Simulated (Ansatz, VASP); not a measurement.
**Two plane-wave programs on PbS**

```
CELL_PARAMETERS angstrom
2.08216 -6.00361 0.00000
2.08216 6.00361 0.00000
0.00000 0.00000 4.27122
ATOMIC_POSITIONS crystal
Pb 0.86955 0.13045 0.75000
Pb 0.13045 0.86955 0.25000
S 0.64627 0.35373 0.75000
S 0.35373 0.64627 0.25000
```

Alike in both runs: functional r2SCAN; k mesh 8 × 8 × 6; no spin polarisation.

Ansatz relaxed the structure, and its values are those at the end. VASP's run is a single point on that final structure, the one shown.

|  | VASP | Ansatz |
| --- | --- | --- |
| version | VASP 6.6.1 | Ansatz 0.2.0 |
| potentials or method | VASP PAW PBE potentials, release 64 (Pb_d, S) | scalar-relativistic, plane waves, PAW |
| plane-wave cutoff (eV) | 520 | 500 |
| occupations | gaussian, width 0.01 eV | fixed |
| valence electrons in the cell | 40 | 40 |

```csv
,VASP,Ansatz,Ansatz less VASP
gap on the k mesh at the Fermi level (eV),1.45,1.45,+0.001
least direct gap on the mesh (eV),1.78,1.77,-0.006
pressure (GPa),0.0,0.0,-0.01
rms of the force components (eV/Å),0.005,0.000,-0.0045
```

Caveats: the PAW data sets were made with another functional, which shifts forces and pressure a little (VASP); spin-orbit coupling is left out, which as a rule narrows the gap of such compounds by several tenths of an eV. A k mesh can miss the band edges.
